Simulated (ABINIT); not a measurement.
The system is TaS2.

```xyz
3
Lattice="3.3500 0.0000 0.0000 -1.6750 2.9012 0.0000 0.0000 0.0000 5.8600" Properties=species:S:1:pos:R:3 pbc="T T T"
Ta    0.0000    0.0000    0.0000
S     1.6750    0.9671    4.3950
S     0.0000    1.9341    1.4650
```

| Quantity | Value |
| --- | --- |
| Program | ABINIT 10.8.3 (patched build) |
| Task | relaxation of cell and atoms |
| Functional | PBEsol |
| Potentials or basis | PseudoDojo NC SR PBEsol v0.4.1 standard |
| Cutoff | 680 eV |
| k mesh | 7 × 7 × 4 |
| Occupations | fermi-dirac, width 0.05 eV |
| Spin | no spin polarisation |

At the start: pressure 4.3 GPa; volume 18.98 Å³/atom.

**Question.** Where does the relaxation end?

**Answer.** Over 12 steps the energy falls by 21.1 meV/atom and the volume is 18.64 Å³/atom (-1.8 %); space group P-3m1 (No. 164, to 0.05 Å).

The path:
```csv
step,energy change (eV),largest force (eV/Å),pressure (GPa),volume (Å³)
1,0.0000,0.9439,4.27,56.95
2,-0.0324,0.5454,1.48,57.70
3,-0.0480,0.1376,-1.06,58.18
4,-0.0521,0.0492,-1.38,57.97
5,-0.0614,0.0956,-1.13,56.72
6,-0.0632,0.0320,-0.23,56.07
7,-0.0633,0.0018,0.01,55.99
8,-0.0633,0.0028,0.02,55.99
9,-0.0633,0.0055,0.03,55.96
10,-0.0633,0.0024,0.02,55.93
11,-0.0633,0.0005,-0.01,55.94
12,-0.0633,0.0002,0.00,55.93
```

Final structure:
```
Ta S
1.0
     3.31649    0.00000    0.00000
    -1.65824    2.87216    0.00000
     0.00000    0.00000    5.87198
Ta S
1 2
Direct
  0.00000 0.00000 0.00000
  0.66667 0.33333 0.73745
  0.33333 0.66667 0.26255
```

Caveat: this functional lacks dispersion, which binds the layers, so the pressure and a relaxed spacing across them are unreliable.
